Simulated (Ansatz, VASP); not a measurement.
# Ta in VASP and in Ansatz

```xyz
1
Lattice="-1.6919 1.6919 1.6919 1.6919 -1.6919 1.6919 1.6919 1.6919 -1.6919" Properties=species:S:1:pos:R:3 pbc="T T T"
Ta    0.0000    0.0000    0.0000
```

Alike in both runs: task single point; functional PBE; k mesh 18 × 18 × 18; occupations gaussian, width 0.1 eV; no spin polarisation.

|  | VASP | Ansatz |
| --- | --- | --- |
| version | VASP 6.6.1 | Ansatz 0.2.0 |
| potentials or method | VASP PAW PBE potentials, release 64 (Ta_pv) | scalar-relativistic, plane waves, PAW |
| plane-wave cutoff (eV) | 520 | 420 |
| valence electrons in the cell | 11 | 13 |

|  | VASP | Ansatz | Ansatz less VASP |
| --- | --- | --- | --- |
| gap on the k mesh at the Fermi level (eV) | none | none | - |
| pressure (GPa) | -10.1 | -10.1 | -0.03 |

A gap of «none» marks a metal or a gap that the smearing closes. The two sets of potentials don't hold the same shells in valence.

Spin-orbit coupling is left out, which matters for the levels of Ta.
